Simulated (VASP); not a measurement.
**InN (wurtzite): computed properties**

Level of theory: PBE GGA, VASP's PBE PAW potentials (set 64) (plane waves; VASP).

```
Item                                                                                                    Result
----------------------------------  --------------------------------------------------------------------------
space group                                                                                       P6_3mc (186)
cell                                a = 3.586 Å, b = 3.586 Å, c = 5.783 Å, α = 90.00°, β = 90.00°, γ = 120.00°
volume per atom                                                                                  16.10 Å³/atom
band gap (over mesh and band path)                                    none (metal, semimetal or under 0.01 eV)
Hill bulk modulus                                                                                      121 GPa
Hill shear modulus                                                                                    52.3 GPa
Poisson's ratio                                                                                          0.312
band gap with spin-orbit coupling                                                              none (metallic)
density                                                                                             6.64 g/cm³
optical Γ-point spectrum                                       84 (×2), 213, 416, 442 (×2), 455 (×2), 539 cm⁻¹
C11                                                                                                    198 GPa
C12                                                                                                   93.8 GPa
C13                                                                                                   75.9 GPa
C33                                                                                                    205 GPa
C44                                                                                                   46.5 GPa
C66                                                                                                   52.2 GPa
```

```
CELL_PARAMETERS angstrom
      1.79302    -3.10560     0.00000
      1.79302     3.10560     0.00000
      0.00000     0.00000     5.78340
ATOMIC_POSITIONS crystal
  In 0.66667 0.33333 0.49985
  In 0.33333 0.66667 0.99985
  N  0.66667 0.33333 0.87915
  N  0.33333 0.66667 0.37915
```

Measured: a 3.537 Å (computed value off by +1.4 %), as given by M J Lucero et al., Journal of Physics Condensed Matter (2012), arXiv:1111.4515; c 5.703 Å at 300 K (computed value off by +1.4 %), as given by I. Vurgaftman et al., Journal of Applied Physics (2001), doi:10.1063/1.1368156. The calculation is for a static lattice, while the measured a, c hold thermal and zero-point effects, which are part of the difference. Finite-difference elastic constants of metals are sensitive to mesh and smearing; shear constants can be off by tens of GPa. Unless said otherwise, spin-orbit coupling is left out, though it shifts the bands of the heavy elements here.

The compound is InN in the wurtzite structure. It was relaxed first. Symmetry was kept, so distortions that lower it aren't found.
